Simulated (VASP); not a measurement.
Crystal: MgS.

```
S Mg
1.0
     4.03462    0.00000    0.00000
    -2.01731    3.49409    0.00000
     0.00000    0.00000    6.43229
S Mg
2 2
Direct
  0.66667 0.33333 0.87924
  0.33333 0.66667 0.37924
  0.33333 0.66667 0.99575
  0.66667 0.33333 0.49575
```

The cell comes from a database or a generator and needn't be the stable form of this composition.

- Program: VASP 6.6.1
- Task: relaxation of cell and atoms
- Functional: LDA
- Potentials or basis: VASP PAW LDA potentials, release 64 (S, Mg)
- Cutoff: 600 eV
- k mesh: 6 × 6 × 3
- Occupations: fermi-dirac, width 0.05 eV
- Spin: no spin polarisation

At the start: pressure -2.4 GPa; volume 22.67 Å³/atom.

**Question.** Where does the relaxation end?

**Answer.** Over 3 steps the energy falls by 7.0 meV/atom and the volume is 21.76 Å³/atom (-4.0 %); space group P6_3mc (No. 186, to 0.05 Å).

The path:
| step | energy change (eV) | largest force (eV/Å) | pressure (GPa) | volume (Å³) |
| --- | --- | --- | --- | --- |
| 1 | 0.0000 | 0.0537 | -2.36 | 90.68 |
| 2 | -0.0271 | 0.0102 | 0.50 | 86.36 |
| 3 | -0.0281 | 0.0181 | 0.01 | 87.02 |

Final structure:
```xyz
4
Lattice="3.9811 0.0000 0.0000 -1.9905 3.4477 0.0000 0.0000 0.0000 6.3403" Properties=species:S:1:pos:R:3 pbc="T T T"
S     1.9905    1.1492    5.5725
S     0.0000    2.2985    2.4024
Mg    0.0000    2.2985    6.3155
Mg    1.9905    1.1492    3.1454
```
